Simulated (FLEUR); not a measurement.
# ZnS (F-43m) in FLEUR: further runs

The runs below take ZnS through single point, with PBE.

Program: FLEUR MaX-R8.1 (later development tree). These are calculated values, not measurements. Logs are shortened: lines on timing, memory, paths and dates and some standing lists are left out, and cuts for length are marked.

**Experimental background.**

“Electronic, vibrational, and thermodynamic properties of ZnS (zincblende and rocksalt structure)”, 2009, arxiv:0911.5022 quotes, for a bulk crystal of ZnS at 19 K: band gap 3.85 eV (direct).

The results are compared with them further down.

### Step 1. The crystal as given

The structure is cubic, space group F-43m (No. 216). The conventional cell has a = 5.404 Å, b = 5.404 Å, c = 5.404 Å, α = 90.00°, β = 90.00°, γ = 90.00°. Zn (site symmetry -43m) has 4 S at 2.34 Å as nearest neighbours. Around S (site symmetry -43m) lie 4 Zn at 2.34 Å.

### Step 2. Single point, PBE

inp.xml reads:

```xml
<?xml version="1.0" encoding="UTF-8" standalone="no"?>
<fleurInput fleurInputVersion="0.39">
   <comment>
      ZnS                                                                                                 
   </comment>
   <calculationSetup>
      <cutoffs Kmax="5.1" Gmax="15.8" GmaxXC="15.8" numbands="0"/>
      <scfLoop itmax="60" minDistance="0.00001" maxIterBroyd="15" imix="Anderson" alpha="0.05" precondParam="0.0" spinf="2.0" sdNocoIR="T"/>
      <coreElectrons ctail="T" frcor="F" kcrel="0" coretail_lmax="0"/>
      <xcFunctional name="pbe" relativisticCorrections="F"/>
      <magnetism jspins="1"/>
      <soc l_soc="F" theta="0.0" phi="0.0" spav="F"/>
      <expertModes spex="0" secvar="F"/>
      <geometryOptimization l_f="F" forcealpha="1.0" forcemix="BFGS" epsdisp="0.00001" epsforce="0.00001"/>
      <ldaU l_linMix="F" mixParam="0.05" spinf="1.0"/>
   </calculationSetup>
   <cell>
      <bzIntegration valenceElectrons="26.0" mode="gauss" fermiSmearingEnergy="0.00040424">
         <kPointListSelection listName="default-1"/>
         <!-- k-points included here -->
         <xi:include xmlns:xi="http://www.w3.org/2001/XInclude" href="kpts.xml"> </xi:include>
      </bzIntegration>
      <!-- symmetry operations included here -->
      <xi:include xmlns:xi="http://www.w3.org/2001/XInclude" href="sym.xml"> </xi:include>
      <bulkLattice scale="1.0">
         <bravaisMatrix>
            <row-1>    0.0000000000000000     5.1060399886691998     5.1060399886691998</row-1>
            <row-2>    5.1060399886691998     0.0000000000000000     5.1060399886691998</row-2>
            <row-3>    5.1060399886691998     5.1060399886691998     0.0000000000000000</row-3>
         </bravaisMatrix>
      </bulkLattice>
   </cell>
   <atomSpecies>
      <species name="Zinc (Zn)" element="Zn" atomicNumber="30">
         <mtSphere radius="2.18" gridPoints="721" logIncrement="0.017"/>
         <atomicCutoffs lmax="9" lnonsphr="7"/>
         <electronConfig flipSpins="F">
            <coreConfig>(1s1/2) (2s1/2) (2p1/2) (2p3/2)</coreConfig>
            <valenceConfig>(3s1/2) (3p1/2) (3p3/2) (4s1/2) (3d3/2) (3d5/2)</valenceConfig>
         </electronConfig>
         <energyParameters s="4" p="4" d="3" f="4"/>
         <lo type="SCLO" l="0" n="3" eDeriv="0"/>
         <lo type="SCLO" l="1" n="3" eDeriv="0"/>
         <lo type="SCLO" l="1" n="3" eDeriv="1"/>
         <lo type="HELO" l="2" n="4" eDeriv="0"/>
         <lo type="HELO" l="2" n="4" eDeriv="1"/>
         <lo type="SCLO" l="3" n="4" eDeriv="2"/>
      </species>
      <species name="Sulfur (S)" element="S" atomicNumber="16">
         <mtSphere radius="1.92" gridPoints="635" logIncrement="0.018"/>
         <atomicCutoffs lmax="8" lnonsphr="6"/>
         <electronConfig flipSpins="F">
            <coreConfig>(1s1/2) (2s1/2) (2p1/2) (2p3/2)</coreConfig>
            <valenceConfig>(3s1/2) (3p1/2) (3p3/2)</valenceConfig>
            <stateOccupation state="(3p1/2)" spinUp="0.666667" spinDown="0.666667"/>
            <stateOccupation state="(3p3/2)" spinUp="1.333333" spinDown="1.333333"/>
         </electronConfig>
         <energyParameters s="3" p="3" d="3" f="4"/>
         <lo type="SCLO" l="0" n="3" eDeriv="2"/>
         <lo type="SCLO" l="1" n="3" eDeriv="2"/>
         <lo type="SCLO" l="2" n="3" eDeriv="2"/>
         <lo type="SCLO" l="3" n="4" eDeriv="2"/>
      </species>
   </atomSpecies>
   <atomGroups>
      <atomGroup species="Zinc (Zn)">
         <relPos label="                   1">-1.000/4.000 -1.000/4.000 -1.000/4.000</relPos>
         <force calculate="T" relaxXYZ="TTT"/>
      </atomGroup>
      <atomGroup species="Sulfur (S)">
         <relPos label="                   2">.0000000000 .0000000000 .0000000000</relPos>
         <force calculate="T" relaxXYZ="TTT"/>
      </atomGroup>
   </atomGroups>
   <output dos="F" band="F" slice="F">
      <checks vchk="F" cdinf="F"/>
      <bandDOS minEnergy="-.5*Htr" maxEnergy="0.5*Htr" sigma="0.015" storeEVData="T"/>
      <vacuumDOS vacdos="F" integ="F" star="F" nstars="0" locx1="0.0" locy1="0.0" locx2="0.0" locy2="0.0" nstm="0" tworkf="0.0"/>
      <unfoldingBand unfoldBand="F" supercellX="1" supercellY="1" supercellZ="1"/>
      <plotting iplot="0" polar="F">
         <plot TwoD="T" vec1="  1.0  0.0  0.0" vec2="  0.0  1.0  0.0" vec3="  0.0  0.0  1.0" zero="  0.0  0.0  0.0" file="plot"/>
      </plotting>
      <chargeDensitySlicing numkpt="0" minEigenval="0.0" maxEigenval="0.0" nnne="0" pallst="F"/>
      <specialOutput eonly="F"/>
      <moessbauerParams electricFieldGradient="T" isomerShift="T" coreHyperfine="T" valenceHyperfine="T"/>
      <magneticCircularDichroism mcd="F" energyLo="-10.0" energyUp="0.0"/>
   </output>
  <!-- We include the file relax.xml here to enable relaxations (see documentation) -->
  <xi:include xmlns:xi="http://www.w3.org/2001/XInclude" href="relax.xml"> <xi:fallback/> </xi:include>
</fleurInput>
```

crystal.txt reads:

```
ZnS
&input cartesian=F /
0.0000000000  2.7020000000  2.7020000000
2.7020000000  0.0000000000  2.7020000000
2.7020000000  2.7020000000  0.0000000000
1.8897261246
1.0 1.0 1.0

2
30 0.7500000000  0.7500000000  0.7500000000
16 0.0000000000  0.0000000000  0.0000000000

&kpt div1=9 div2=9 div3=9 gamma=T /
```

Potentials or basis: all-electron, FLAPW.

Launch:

```bash
$ inpgen -f crystal.txt -profile fastHighL
$ # inp.xml edited to the form shown
$ fleur_MPI
```

What it wrote:

```text
Welcome to FLEUR        (www.flapw.de)
      MaX-Release 8.1          (www.max-centre.eu)

 ========== k-point set info ==========
 Selected k-point list: default-1
 k-point list type: mesh
 9 x 9 x 9
 Number of k points: 35

 ------------Calculation Setup---------------------------
 Number of MPI-tasks      :            1
 Number of PE/node        :            1
 Number of OMP-threads    :            1
 Most efficient MPI parallelization for:
           1           5           7          35
 Additional eigenvalue parallelization possible
 Number of basis functions:          693
 Approximate size of matrices (H+S) per k-point:         0.014 GB
 --------------------------------------------------------
 Iteration:     1   Distance:       9.12119487 me/bohr^3
 Iteration:     2   Distance:       7.98862610 me/bohr^3
 Iteration:     3   Distance:       4.81070067 me/bohr^3
 Iteration:     4   Distance:       2.59513384 me/bohr^3
 Iteration:     5   Distance:       2.47446986 me/bohr^3
 Iteration:     6   Distance:       0.38015356 me/bohr^3
 Iteration:     7   Distance:       0.34264542 me/bohr^3
 Iteration:     8   Distance:       0.03636334 me/bohr^3
 Iteration:     9   Distance:       0.03393482 me/bohr^3
 Iteration:    10   Distance:       0.00264913 me/bohr^3
 Iteration:    11   Distance:       0.00196343 me/bohr^3
 Iteration:    12   Distance:       0.00050187 me/bohr^3
 Iteration:    13   Distance:       0.00008159 me/bohr^3
 Iteration:    14   Distance:       0.00008179 me/bohr^3
 Iteration:    15   Distance:       0.00000691 me/bohr^3

 ********************************************************************
 Run finished successfully
 Stop message:
   all done
 ********************************************************************
```

out.xml (last iteration):

```text
<iteration numberForCurrentRun="   15" overallNumber="   15">
         <energyParameters units="Htr">
            <atomicEP atomType="1" spin="1" branch="4s" branchLowest="-4.42" branchHighest="1.48" value="0.0056500760"/>
            <atomicEP atomType="1" spin="1" branch="4p" branchLowest="-2.73" branchHighest="2.14" value="0.1690273071"/>
            <atomicEP atomType="1" spin="1" branch="3d" branchLowest="-9.99" branchHighest="0.03" value="-0.0498360583"/>
            <atomicEP atomType="1" spin="1" branch="4f" branchLowest="-9.99" branchHighest="3.78" value="0.5029004566"/>
            <loAtomicEP atomType="1" spin="1" branch="3s" branchLowest="-42.23" branchHighest="-4.42" value="-4.4257889002"/>
            <loAtomicEP atomType="1" spin="1" branch="3p" branchLowest="-36.56" branchHighest="-2.73" value="-2.7428207735"/>
            <loAtomicEP atomType="1" spin="1" branch="3p" branchLowest="-36.56" branchHighest="-2.73" value="-2.7428207735"/>
            <heloAtomicEP atomType="1" spin="1" branch="4d" branchLowest="2.44" branchHighest="2.44" value="2.4426438206"/>
            <heloAtomicEP atomType="1" spin="1" branch="4d" branchLowest="2.44" branchHighest="2.44" value="2.4426438206"/>
            <loAtomicEP atomType="1" spin="1" branch="4f" branchLowest="-9.99" branchHighest="3.78" value="0.5029038312"/>
            <atomicEP atomType="2" spin="1" branch="3s" branchLowest="-7.36" branchHighest="0.79" value="-0.3532856707"/>
            <atomicEP atomType="2" spin="1" branch="3p" branchLowest="-5.33" branchHighest="1.38" value="-0.0792933937"/>
            <atomicEP atomType="2" spin="1" branch="3d" branchLowest="-9.99" branchHighest="2.01" value="0.1538671154"/>
            <atomicEP atomType="2" spin="1" branch="4f" branchLowest="-9.99" branchHighest="4.83" value="0.3217239569"/>
            <loAtomicEP atomType="2" spin="1" branch="3s" branchLowest="-7.36" branchHighest="0.79" value="-0.3532856707"/>
            <loAtomicEP atomType="2" spin="1" branch="3p" branchLowest="-5.33" branchHighest="1.38" value="-0.0797084492"/>
            <loAtomicEP atomType="2" spin="1" branch="3d" branchLowest="-9.99" branchHighest="2.01" value="0.1538665790"/>
            <loAtomicEP atomType="2" spin="1" branch="4f" branchLowest="-9.99" branchHighest="4.83" value="0.3217271778"/>
         </energyParameters>
         <eigenvalues>
            <eigenvaluesAt spin="1" ikpt="1" k_x="0.00000000" k_y="0.00000000" k_z="0.00000000">
                      -4.4257862992       -2.7414694712       -2.7414694712       -2.7414694712       -0.3201870358
                      -0.0701359019       -0.0701359019       -0.0701359019       -0.0517976608       -0.0517976608
                       0.1626667436        0.1626667436        0.1626667436        0.2403360110        0.3968813420
                       0.3968813420        0.3968813420        0.5896401694        0.5896401694        0.5996418041
                       0.6970952554
            </eigenvaluesAt>
            <eigenvaluesAt spin="1" ikpt="2" k_x="0.00000000" k_y="0.00000000" k_z="0.11111111">
                      -4.4257862708       -2.7414701459       -2.7414695335       -2.7414695335       -0.3167742501
                      -0.0701216496       -0.0695154723       -0.0695154723       -0.0518495875       -0.0518495875
                       0.1284745960        0.1583193548        0.1583193548        0.2662532521        0.3934899436
                       0.4044215126        0.4044215126        0.5719415961        0.5719415961        0.6246285439
                       0.6760778001
            </eigenvaluesAt>
            <eigenvaluesAt spin="1" ikpt="3" k_x="0.00000000" k_y="0.00000000" k_z="0.22222222">
                      -4.4257862189       -2.7414721148       -2.7414698959       -2.7414698959       -0.3075619999
                      -0.0690733146       -0.0680575474       -0.0680575474       -0.0518082490       -0.0518082490
[... 11 lines left out ...]
         </eigenvalues>
         <FermiEnergy value="0.1656667436" units="Htr"/>
         <valenceDensity>
            <mtCharges spin="1">
               <mtCharge atomType="1" total="18.5113317" s="2.4360573" p="6.3645240" d="9.6928465" f="0.0140530"/>
               <mtCharge atomType="2" total="3.6621841" s="1.2785617" p="2.3491012" d="0.0306609" f="0.0029927"/>
            </mtCharges>
            <spinDependentCharge spin="1" total="26.0000000" interstitial="3.8264842" mtSpheres="22.1735158"/>
            <totalCharge value="26.0000000000"/>
         </valenceDensity>
         <coreStates atomType="     1" atomicNumber=" 30" spin="1" kinEnergy="   1577.3858337937" eigValSum="  -1003.1609960443" lostElectrons=" 0.000000">
            <state n="1" l="0" j="0.5" energy="-349.6536898935" weight="1.0000000000"/>
            <state n="2" l="0" j="0.5" energy="-42.2301616528" weight="1.0000000000"/>
            <state n="2" l="1" j="0.5" energy="-37.1504523183" weight="1.0000000000"/>
            <state n="2" l="1" j="1.5" energy="-36.2730970788" weight="2.0000000000"/>
         </coreStates>
         <coreStates atomType="     2" atomicNumber=" 16" spin="1" kinEnergy="    387.5819856265" eigValSum="   -222.6522811952" lostElectrons=" 0.000450">
            <state n="1" l="0" j="0.5" energy="-87.9809272658" weight="1.0000000000"/>
            <state n="2" l="0" j="0.5" energy="-7.3583865689" weight="1.0000000000"/>
            <state n="2" l="1" j="0.5" energy="-5.3598481486" weight="1.0000000000"/>
            <state n="2" l="1" j="1.5" energy="-5.3134893071" weight="2.0000000000"/>
         </coreStates>
         <allElectronCharges>
            <spinDependentCharge spin="1" total="46.0000000" interstitial="3.8269318" mtSpheres="42.1730682"/>
            <totalCharge value="45.9999999968"/>
         </allElectronCharges>
         <moessbauerParams unitsHFF="kG" unitsIS="e/bohr^3" unitsEFG="Htr/bohr^2">
            <coreIsomerShift atomType="1" isTotal="24873.78115">
               <shell n="1" l="0" isomerShift="22627.67301"/>
               <shell n="2" l="0" isomerShift="2229.18881"/>
               <shell n="2" l="1" isomerShift="16.91933"/>
            </coreIsomerShift>
            <coreIsomerShift atomType="2" isTotal="2932.44468">
               <shell n="1" l="0" isomerShift="2724.47027"/>
               <shell n="2" l="0" isomerShift="207.61388"/>
               <shell n="2" l="1" isomerShift="0.36053"/>
            </coreIsomerShift>
            <isomerShift atomType="1" nucleusRadius="0.0000952" averageDensity="25214.51659"/>
            <isomerShift atomType="2" nucleusRadius="0.0000750" averageDensity="2950.80137"/>
            <electricFieldGradient atomType="1" VXX="0.00000" VYY="0.00000" VZZ="0.00000" asymParam="0.00000">
            </electricFieldGradient>
            <electricFieldGradient atomType="2" VXX="0.00000" VYY="0.00000" VZZ="0.00000" asymParam="0.00000">
            </electricFieldGradient>
         </moessbauerParams>
         <totalEnergy                                    value="    -2195.3737286029" units="Htr">
            <sumOfEigenvalues                            value="    -1251.8254107366">
               <coreElectrons value="-1225.8132772395"/>
               <valenceElectrons value="-26.0121334971"/>
            </sumOfEigenvalues>
            <densityCoulombPotentialIntegral value="-3355.5806195347"/>
            <densityEffectivePotentialIntegral value="-3481.9410348554"/>
            <chargeDenXCDenIntegral value="-97.3480695318"/>
            <FockExchangeEnergyValence value="0.0000000000"/>
            <FockExchangeEnergyCore value="0.0000000000"/>
            <atomTypeDependentContributions atomType="1">
               <electronNucleiInteractionDifferentMTs value="2158.8866699216"/>
               <MadelungTerm value="-12.2477911882"/>
            </atomTypeDependentContributions>
            <atomTypeDependentContributions atomType="2">
               <electronNucleiInteractionDifferentMTs value="469.1282617769"/>
               <MadelungTerm value="-10.0882505358"/>
            </atomTypeDependentContributions>
            <tkbTimesEntropy value="0.0000000000"/>
            <freeEnergy value="-2195.3737286029"/>
            <extrapolationTo0K value="-2195.3737286029"/>
         </totalEnergy>
         <densityConvergence units="me/bohr^3">
            <chargeDensity spin="1" distance="0.0000069073"/>
         </densityConvergence>
      </iteration>
```

Run time: 4.6 min. Hardware: 1 thread of Arm Neoverse N1, shared host; peak memory 0.07 GiB.

Results:

| Quantity | Value |
| --- | --- |
| Free energy | -59739.1625 eV |
| Band gap on the k mesh | 2.11 eV, direct |
| Valence electrons inside the program's atomic spheres | Zn 18.51; S 3.66 (radii Zn 2.18, S 1.92 bohr) |

Core levels (eV from the Fermi level):
| atom | levels |
| --- | --- |
| 1 Zn | 1s1/2 -9519.1, 2s1/2 -1153.6, 2p1/2 -1015.4, 2p3/2 -991.5 |
| 2 S | 1s1/2 -2398.6, 2s1/2 -204.7, 2p1/2 -150.4, 2p3/2 -149.1 |

(Part 1 of 2 ends here.)
